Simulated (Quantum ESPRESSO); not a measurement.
# CdO2 (P-3m1) in Quantum ESPRESSO: further runs, part 2 of 2

Quantum ESPRESSO 7.5.

**3. Single point, LDA, 13.60 Å³/atom**

Input file pw.in:

```
&CONTROL
  calculation = 'scf'
  prefix = 'pwscf'
  outdir = './tmp'
  pseudo_dir = './pseudo'
  tprnfor = .true.
  tstress = .true.
  disk_io = 'nowf'
/
&SYSTEM
  ibrav = 0
  nat = 3
  ntyp = 2
  ecutwfc = 45
  ecutrho = 360
  nbnd = 19
  occupations = 'smearing'
  smearing = 'fd'
  degauss = 0.00367493
/
&ELECTRONS
  conv_thr = 6d-10
  electron_maxstep = 120
  mixing_beta = 0.5
/
ATOMIC_SPECIES
Cd   112.4140 cd_lda_v1.uspp.F.UPF
O     15.9990 o_lda_v1.2.uspp.F.UPF
CELL_PARAMETERS angstrom
   3.4052662036    0.0000000000    0.0000000000
  -1.7026331018    2.9490470388    0.0000000000
   0.0000000000    0.0000000000    4.0633976275
ATOMIC_POSITIONS crystal
Cd     0.0000000000    0.0000000000    0.0000000000
O      0.3333333333    0.6666666667    0.2442190000
O      0.6666666667    0.3333333333    0.7557810000
K_POINTS automatic
9 9 7 0 0 0
```

Potentials or basis: GBRV 1.5 LDA.

Started as:

```sh
$ OMP_NUM_THREADS=1 mpirun -n 2 pw.x -nk 2 -in pw.in > pw.out
```

Run time: 20 s. Hardware: 2 MPI ranks of Arm Neoverse V2, shared host; peak memory 0.28 GiB.

It converged, with:

| Item | Value |
| --- | --- |
| Free energy | -2432.3266 eV |
| Pressure | -10.1 GPa |
| Largest force | 0.119 eV/Å |
| Band gap on the k mesh | none (metal or under the smearing width) |

**4. Single point, LDA, 13.89 Å³/atom**

Edit pw.in of step 3 so:

```diff
@@ -29,5 +29,5 @@
 CELL_PARAMETERS angstrom
-   3.4052662036    0.0000000000    0.0000000000
-  -1.7026331018    2.9490470388    0.0000000000
-   0.0000000000    0.0000000000    4.0633976275
+   3.4292477416    0.0000000000    0.0000000000
+  -1.7146238708    2.9698156600    0.0000000000
+   0.0000000000    0.0000000000    4.0920140466
 ATOMIC_POSITIONS crystal
```

Started as:

```sh
$ OMP_NUM_THREADS=1 mpirun -n 2 pw.x -nk 2 -in pw.in > pw.out
```

Wall time 20 s (2 MPI ranks of Arm Neoverse V2, shared host); peak memory 0.28 GiB.

It converged, with:

| Quantity | Value |
| --- | --- |
| Free energy | -2432.2680 eV |
| Pressure | -11.7 GPa |
| Largest force | 0.238 eV/Å |
| Band gap on the k mesh | none (metal or under the smearing width) |

**5. Single point, LDA, 14.18 Å³/atom**

Edit pw.in of step 4 so:

```diff
@@ -29,5 +29,5 @@
 CELL_PARAMETERS angstrom
-   3.4292477416    0.0000000000    0.0000000000
-  -1.7146238708    2.9698156600    0.0000000000
-   0.0000000000    0.0000000000    4.0920140466
+   3.4528984734    0.0000000000    0.0000000000
+  -1.7264492367    2.9902977946    0.0000000000
+   0.0000000000    0.0000000000    4.1202357249
 ATOMIC_POSITIONS crystal
```

Started as:

```sh
$ OMP_NUM_THREADS=1 mpirun -n 2 pw.x -nk 2 -in pw.in > pw.out
```

Run time: 18 s. Hardware: 2 MPI ranks of Arm Neoverse V2, shared host; peak memory 0.28 GiB.

Results (log left out):

* Free energy: -2432.2013 eV
* Pressure: -13.2 GPa
* Largest force: 0.347 eV/Å
* Band gap on the k mesh: none (metal or under the smearing width)

**6. Single point, LDA, 14.47 Å³/atom**

Edit pw.in of step 5 so:

```diff
@@ -29,5 +29,5 @@
 CELL_PARAMETERS angstrom
-   3.4528984734    0.0000000000    0.0000000000
-  -1.7264492367    2.9902977946    0.0000000000
-   0.0000000000    0.0000000000    4.1202357249
+   3.4762295762    0.0000000000    0.0000000000
+  -1.7381147881    3.0105031223    0.0000000000
+   0.0000000000    0.0000000000    4.1480760000
 ATOMIC_POSITIONS crystal
```

Potentials or basis: GBRV 1.5 LDA.

Started as:

```sh
$ OMP_NUM_THREADS=1 mpirun -n 2 pw.x -nk 2 -in pw.in > pw.out
```

Run time: 19 s. Hardware: 2 MPI ranks of Arm Neoverse V2, shared host; peak memory 0.28 GiB.

It converged, with:

| Property | Result |
| --- | --- |
| Free energy | -2432.1272 eV |
| Pressure | -14.4 GPa |
| Largest force | 0.447 eV/Å |
| Band gap on the k mesh | none (metal or under the smearing width) |

**7. Single point, LDA, 14.76 Å³/atom**

Edit pw.in of step 6 so:

```diff
@@ -29,5 +29,5 @@
 CELL_PARAMETERS angstrom
-   3.4762295762    0.0000000000    0.0000000000
-  -1.7381147881    3.0105031223    0.0000000000
-   0.0000000000    0.0000000000    4.1480760000
+   3.4992516350    0.0000000000    0.0000000000
+  -1.7496258175    3.0304408101    0.0000000000
+   0.0000000000    0.0000000000    4.1755475026
 ATOMIC_POSITIONS crystal
```

Started as:

```sh
$ OMP_NUM_THREADS=1 mpirun -n 2 pw.x -nk 2 -in pw.in > pw.out
```

Wall time 19 s (2 MPI ranks of Arm Neoverse V2, shared host); peak memory 0.28 GiB.

The run converged. Its results:

```
Free energy            : -2432.0471 eV
Pressure               : -15.4 GPa
Largest force          : 0.539 eV/Å
Band gap on the k mesh : none (metal or under the smearing width)
```

**8. Single point, LDA, 15.05 Å³/atom**

Edit pw.in of step 7 so:

```diff
@@ -29,5 +29,5 @@
 CELL_PARAMETERS angstrom
-   3.4992516350    0.0000000000    0.0000000000
-  -1.7496258175    3.0304408101    0.0000000000
-   0.0000000000    0.0000000000    4.1755475026
+   3.5219746850    0.0000000000    0.0000000000
+  -1.7609873425    3.0501195486    0.0000000000
+   0.0000000000    0.0000000000    4.2026622072
 ATOMIC_POSITIONS crystal
```

Started as:

```sh
$ OMP_NUM_THREADS=1 mpirun -n 2 pw.x -nk 2 -in pw.in > pw.out
```

Wall time 19 s (2 MPI ranks of Arm Neoverse V2, shared host); peak memory 0.3 GiB.

It converged, with:

```
Free energy            : -2431.9618 eV
Pressure               : -16.3 GPa
Largest force          : 0.624 eV/Å
Band gap on the k mesh : none (metal or under the smearing width)
```

**9. Single point, LDA, 15.34 Å³/atom**

Edit pw.in of step 8 so:

```diff
@@ -29,5 +29,5 @@
 CELL_PARAMETERS angstrom
-   3.5219746850    0.0000000000    0.0000000000
-  -1.7609873425    3.0501195486    0.0000000000
-   0.0000000000    0.0000000000    4.2026622072
+   3.5444082496    0.0000000000    0.0000000000
+  -1.7722041248    3.0695475854    0.0000000000
+   0.0000000000    0.0000000000    4.2294314780
 ATOMIC_POSITIONS crystal
```

Potentials or basis: GBRV 1.5 LDA.

Started as:

```sh
$ OMP_NUM_THREADS=1 mpirun -n 2 pw.x -nk 2 -in pw.in > pw.out
```

It took 19 s on 2 MPI ranks of Arm Neoverse V2, shared host; peak memory 0.3 GiB.

Results (log left out):

```yaml
Free_energy: -2431.8720 eV
Pressure: -17.1 GPa
Largest_force: 0.703 eV/Å
Band_gap_on_the_k_mesh: none (metal or under the smearing width)
```

**10. Equation of state, LDA**

This step only gathers the single runs of the series.

What came out:

| Quantity | Value |
| --- | --- |
| Equilibrium volume | 12.41 Å³/atom (rough: see the caveat) |
| Bulk modulus at fixed shape and positions | 137 GPa (rough) |

Energy against volume, from the lowest point:
```
volume (Å³/atom)  energy (meV/atom)
          13.602               0.00
          13.891              19.54
          14.181              41.79
          14.470              66.48
          14.760              93.19
          15.049             121.60
          15.338             151.55
```

Caveat: the minimum lies outside the volumes run; the cell was scaled at fixed shape and fractional positions, which overstates the stiffness of a crystal with free parameters, most of all of layers and chains.

**11. The reference run**

An earlier run on the cell as given: functional PBEsol; potentials or basis GBRV 1.5 PBEsol; cutoff 612 eV; density cutoff 4898 eV; k mesh 9 × 9 × 7; occupations fermi-dirac, width 0.05 eV; no spin polarisation.

* Pressure: -10.1 GPa
* Largest force: 0.273 eV/Å
* Band gap on the k mesh: none (metal or under the smearing width)

**12. Overview**

| task | level | potentials or basis | form of the LDA correlation | gap on the mesh (eV) | pressure (GPa) | largest force (eV/Å) |
| --- | --- | --- | --- | --- | --- | --- |
| band structure | PBEsol | GBRV 1.5 PBEsol | - | none | -10.1 | 0.27 |
| equation of state | LDA | GBRV 1.5 LDA | PZ81 | - | - | - |
| single point | PBEsol | GBRV 1.5 PBEsol | - | none | -10.1 | 0.27 |

Alike in all rows: no spin polarisation; cell as given; k mesh 9 × 9 × 7; cutoff (eV) 612; smearing fermi-dirac 0.05 eV.

Caveats: the minimum lies outside the volumes run (some runs); the cell was scaled at fixed shape and fractional positions, which overstates the stiffness of a crystal with free parameters, most of all of layers and chains (some runs).

Total energies depend on the potentials used, so only differences within one code and one set of settings carry meaning.
